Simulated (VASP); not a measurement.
**CdTe (strained zincblende): one r²SCAN single-point calculation in two programs**

```xyz
2
Lattice="0.0000 3.2800 3.3456 3.2800 0.0000 3.3456 3.2800 3.2800 0.0000" Properties=species:S:1:pos:R:3 pbc="T T T"
Cd    0.0000    0.0000    0.0000
Te    1.6400    1.6400    1.6728
```

Each program uses its own PAW datasets. VASP's cell holds 18 valence electrons and Ansatz's 36. Ansatz's stress includes a Pulay correction; VASP's doesn't.

Cutoffs: 520 eV in VASP, 500 eV in Ansatz. k meshes: 6×6×6 and 6×6×6.

```tsv
	VASP	Ansatz
gap between bands v and c	1.07 eV	1.07 eV
least direct gap	1.07 eV	1.07 eV
pressure	-0.7 GPa	-0.8 GPa
```

Band v is the last that the valence electrons fill when counted band by band, and c is the next. Levels in eV from the top of v, Ansatz:

```tsv
point	v−1	v	c	c+1
Γ	0.00	0.00	1.07	5.06
X	-1.68	-1.68	3.04	3.08
K	-2.38	-1.47	3.19	4.73
L	-0.77	-0.68	2.15	5.55
W	-2.17	-2.03	4.49	4.97
```

VASP:

| point | v−1 | v | c | c+1 |
| --- | --- | --- | --- | --- |
| Γ | 0.00 | 0.00 | 1.07 | 5.04 |
| X | -1.69 | -1.69 | 3.02 | 3.06 |
| K | -2.39 | -1.47 | 3.18 | 4.73 |
| L | -0.78 | -0.68 | 2.14 | 5.53 |
| W | -2.18 | -2.04 | 4.49 | 4.96 |
